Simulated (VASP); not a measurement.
# W (Im-3m) in VASP: notebook, part 3 of 3

VASP 6.6.1.

## 4. Relaxation of the atoms, PBEsol (a relaxed cell with its volume scaled by 0.96)

Contents of INCAR:

```
SYSTEM = W
ALGO = Fast
EDIFF = 1E-7
EDIFFG = -0.01
ENCUT = 600
GGA = PS
IBRION = 2
ISIF = 2
ISMEAR = 1
LASPH = .TRUE.
LCHARG = .FALSE.
LREAL = .FALSE.
LWAVE = .FALSE.
NELM = 80
NSW = 40
PREC = Accurate
SIGMA = 0.1
```

Contents of KPOINTS:

```
k-points
0
G
  16 16 16
  0 0 0
```

Contents of POSCAR:

```
W                                       
1.0
   -1.5562850203      1.5562850203      1.5562850203
    1.5562850203     -1.5562850203      1.5562850203
    1.5562850203      1.5562850203     -1.5562850203
  W             
     1
Direct
     0.0000000000000000    0.0000000000000000    0.0000000000000000
```

On the command line:

```bash
> cat potpaw_PBE.64/W_sv/POTCAR > POTCAR
> mpirun -np 1 vasp_std > vasp.out
```

Run time: 10 s. Hardware: 1 thread of Intel Xeon 6975P-C (Granite Rapids), shared host; peak memory 0.16 GiB.

The run converged. Its results:

* Free energy: -13.7805 eV
* Pressure after relaxing: 14.6 GPa
* Band gap on the k mesh: none (metal or under the smearing width)

Final structure:
```cif
data_structure
_symmetry_space_group_name_H-M 'P 1'
_symmetry_Int_Tables_number 1
_cell_length_a 2.6956
_cell_length_b 2.6956
_cell_length_c 2.6956
_cell_angle_alpha 109.471
_cell_angle_beta 109.471
_cell_angle_gamma 109.471
_cell_volume 15.08
loop_
_atom_site_label
_atom_site_type_symbol
_atom_site_fract_x
_atom_site_fract_y
_atom_site_fract_z
_atom_site_occupancy
W1 W 0.00000 0.00000 0.00000 1
```

Levels at points of the mesh, in eV from the Fermi level:
```
           k point  band 5  band 6  band 7  band 8  band 9  band 10
(0.00, 0.00, 0.00)   -9.97   -1.36   -1.36   -1.36    2.32     2.32
(0.50, 0.00, 0.00)   -6.66   -3.87    0.85    2.25    3.29     6.59
(0.50, 0.50, 0.50)   -6.31   -6.31    5.51    5.51    5.51     8.63
```

Caveat: the relaxation stopped at its first step, so nothing moved; the PAW data sets were made with another functional, which shifts forces and pressure a little. The run has no spin-orbit coupling, so splittings on W are missing.

## 5. Relaxation of the atoms, PBEsol (a relaxed cell with its volume scaled by 0.98)

INCAR is that of step 4.

KPOINTS is that of step 4.

Contents of POSCAR:

```
W                                       
1.0
   -1.5670183596      1.5670183596      1.5670183596
    1.5670183596     -1.5670183596      1.5670183596
    1.5670183596      1.5670183596     -1.5670183596
  W             
     1
Direct
     0.0000000000000000    0.0000000000000000    0.0000000000000000
```

Potentials or basis: VASP PAW PBE potentials, release 64 (W_sv).

On the command line:

```bash
> cat potpaw_PBE.64/W_sv/POTCAR > POTCAR
> mpirun -np 1 vasp_std > vasp.out
```

OUTCAR:

```text
SYSTEM = W
   EDIFF = 1E-7
   EDIFFG = -0.01
   ENCUT = 600
   GGA = PS
   IBRION = 2
   ISIF = 2
   ISMEAR = 1
   LASPH = .TRUE.
   LREAL = .FALSE.
   NELM = 80
   NSW = 40
   PREC = Accurate

 ion  position               nearest neighbor table
   1  0.000  0.000  0.000-

  LATTYP: Found a body centered cubic cell.
 ALAT       =     3.1340367192

  Lattice vectors:

[... 519 lines left out ...]
      9      14.9276      0.00000
     10      17.2451      0.00000
     11      24.5234      0.00000

 [... further k-points ...]

------------------------ aborting loop because EDIFF is reached ----------------------------------------

  FORCE on cell =-STRESS in cart. coord.  units (eV):
  Direction    XX          YY          ZZ          XY          YZ          ZX
  --------------------------------------------------------------------------------------
  -------------------------------------------------------------------------------------
  Total        0.6687029      0.6687029      0.6687029      0.0000000      0.0000000      0.0000000
  in kB       69.6083873     69.6083873     69.6083873      0.0000000      0.0000000      0.0000000
  external PRESSURE =      69.6083873 kB  Pullay stress =       0.0000000 kB

 VOLUME and BASIS-vectors are now :
 -----------------------------------------------------------------------------
  energy-cutoff  :      600.00
  volume of cell :       15.39
      direct lattice vectors                 reciprocal lattice vectors
    -1.567018360  1.567018360  1.567018360     0.000000000  0.319077308  0.319077308
     1.567018360 -1.567018360  1.567018360     0.319077308  0.000000000  0.319077308
     1.567018360  1.567018360 -1.567018360     0.319077308  0.319077308  0.000000000

 POSITION                                       TOTAL-FORCE (eV/Angst)
 -----------------------------------------------------------------------------------
      0.00000      0.00000      0.00000        -0.000000      0.000000      0.000000
 -----------------------------------------------------------------------------------
    total drift:                                0.000000      0.000000     -0.000000

  FREE ENERGIE OF THE ION-ELECTRON SYSTEM (eV)
  ---------------------------------------------------
  free  energy   TOTEN  =       -13.8015268582 eV

  energy  without entropy=      -13.8008869136  energy(sigma->0) =      -13.80131354

 reached required accuracy - stopping structural energy minimisation
```

OSZICAR:

```text
N       E                     dE             d eps       ncg     rms          rms(c)
DAV:   1     0.818300202408E+02    0.81830E+02   -0.84708E+03  3190   0.160E+03
DAV:   2    -0.127813400554E+02   -0.94611E+02   -0.91531E+02  3469   0.356E+02
DAV:   3    -0.144644877137E+02   -0.16831E+01   -0.16679E+01  3558   0.459E+01
DAV:   4    -0.144730096742E+02   -0.85220E-02   -0.85207E-02  3478   0.365E+00
DAV:   5    -0.144730783351E+02   -0.68661E-04   -0.68661E-04  3553   0.326E-01    0.229E+01
RMM:   6    -0.139451252980E+02    0.52795E+00   -0.55106E-01  3194   0.777E+00    0.960E+00
RMM:   7    -0.138049297171E+02    0.14020E+00   -0.43644E-01  3199   0.665E+00    0.775E-01
RMM:   8    -0.138016732114E+02    0.32565E-02   -0.15822E-02  3260   0.150E+00    0.222E-01
RMM:   9    -0.138015070518E+02    0.16616E-03   -0.24519E-03  3203   0.624E-01    0.215E-02
RMM:  10    -0.138015272887E+02   -0.20237E-04   -0.20645E-04  3414   0.214E-01    0.823E-03
RMM:  11    -0.138015257510E+02    0.15377E-05   -0.57491E-05  3280   0.108E-01    0.118E-02
RMM:  12    -0.138015263193E+02   -0.56827E-06   -0.12296E-05  3307   0.518E-02    0.139E-03
RMM:  13    -0.138015266632E+02   -0.34390E-06   -0.35249E-06  3053   0.256E-02    0.301E-03
RMM:  14    -0.138015268482E+02   -0.18507E-06   -0.38965E-07  2399   0.859E-03    0.223E-03
RMM:  15    -0.138015268582E+02   -0.99876E-08   -0.12693E-07  2133   0.446E-03
   1 F= -.13801527E+02 E0= -.13801314E+02  d E =-.138015E+02
```

CONTCAR:

```text
W
   1.00000000000000
    -1.5670183596000000    1.5670183596000000    1.5670183596000000
     1.5670183596000000   -1.5670183596000000    1.5670183596000000
     1.5670183596000000    1.5670183596000000   -1.5670183596000000
  W
     1
Direct
     0.0000000000000000    0.0000000000000000    0.0000000000000000

  0.00000000E+00  0.00000000E+00  0.00000000E+00
```

Run time: 10 s. Hardware: 1 thread of Intel Xeon 6975P-C (Granite Rapids), shared host; peak memory 0.16 GiB.

What came out:

```
Free energy             : -13.8015 eV
Pressure after relaxing : 7.0 GPa
Band gap on the k mesh  : none (metal or under the smearing width)
```

Final structure:
```
W
1.0
    -1.56702    1.56702    1.56702
     1.56702   -1.56702    1.56702
     1.56702    1.56702   -1.56702
W
1
Direct
  0.00000 0.00000 0.00000
```

Levels at points of the mesh, in eV from the Fermi level:
| k point | band 3 | band 4 | band 5 | band 6 | band 7 | band 8 | band 9 | band 10 | band 11 |
| --- | --- | --- | --- | --- | --- | --- | --- | --- | --- |
| (0.00, 0.00, 0.00) | -37.66 | -37.66 | -9.86 | -1.33 | -1.33 | -1.33 | 2.27 | 2.27 | 14.57 |
| (0.50, 0.00, 0.00) | -38.12 | -37.67 | -6.53 | -3.76 | 0.76 | 2.18 | 3.20 | 6.40 | 11.54 |
| (0.50, 0.50, 0.50) | -38.65 | -38.65 | -6.13 | -6.13 | 5.36 | 5.36 | 5.36 | 8.46 | 8.46 |

Caveat: the relaxation stopped at its first step, so nothing moved; the PAW data sets were made with another functional, which shifts forces and pressure a little. Spin-orbit coupling is left out, which matters for the levels of W.

## 6. Relaxation of the atoms, PBEsol

INCAR is that of step 5.

KPOINTS is that of step 5.

Contents of POSCAR:

```
W                                       
1.0
   -1.5776066427      1.5776066427      1.5776066427
    1.5776066427     -1.5776066427      1.5776066427
    1.5776066427      1.5776066427     -1.5776066427
  W             
     1
Direct
     0.0000000000000000    0.0000000000000000    0.0000000000000000
```

Potentials or basis: VASP PAW PBE potentials, release 64 (W_sv).

On the command line:

```bash
> cat potpaw_PBE.64/W_sv/POTCAR > POTCAR
> mpirun -np 1 vasp_std > vasp.out
```

Run time: 9.6 s. Hardware: 1 thread of Intel Xeon 6975P-C (Granite Rapids), shared host; peak memory 0.16 GiB.

It converged, with:

- Free energy: -13.8083 eV
- Pressure after relaxing: 0.0 GPa
- Band gap on the k mesh: none (metal or under the smearing width)

Final structure:
```
W
1.0
    -1.57761    1.57761    1.57761
     1.57761   -1.57761    1.57761
     1.57761    1.57761   -1.57761
W
1
Direct
  0.00000 0.00000 0.00000
```

Levels at points of the mesh, in eV from the Fermi level:
```tsv
k point	band 4	band 5	band 6	band 7	band 8	band 9	band 10	band 11
(0.00, 0.00, 0.00)	-37.72	-9.75	-1.29	-1.29	-1.29	2.22	2.22	14.52
(0.50, 0.00, 0.00)	-37.72	-6.39	-3.66	0.68	2.12	3.11	6.21	11.48
(0.50, 0.50, 0.50)	-38.65	-5.97	-5.97	5.21	5.21	5.21	8.28	8.28
```

Caveat: the relaxation stopped at its first step, so nothing moved; the PAW data sets were made with another functional, which shifts forces and pressure a little. Spin-orbit coupling is left out, which matters for the levels of W.

## 7. Summary

| task | cell | gap on the mesh (eV) | pressure (GPa) |
| --- | --- | --- | --- |
| relaxation of cell and atoms | relaxed | none | 0.0 |
| relaxation of the atoms | atoms relaxed from: a relaxed cell with its volume scaled by 0.94 | none | 23.2 |
| relaxation of the atoms | atoms relaxed from: a relaxed cell with its volume scaled by 0.96 | none | 14.6 |
| relaxation of the atoms | atoms relaxed from: a relaxed cell with its volume scaled by 0.98 | none | 7.0 |
| relaxation of the atoms | atoms relaxed | none | 0.0 |

Alike in all rows: level PBEsol; potentials or basis VASP PAW PBE potentials, release 64 (W_sv); no spin polarisation; k mesh 16 × 16 × 16; cutoff (eV) 600; smearing methfessel-paxton 0.1 eV.

Caveats: the PAW data sets were made with another functional, which shifts forces and pressure a little; the relaxation stopped at its first step, so nothing moved (some runs).

Absolute energies hang on the potentials; compare differences alone.
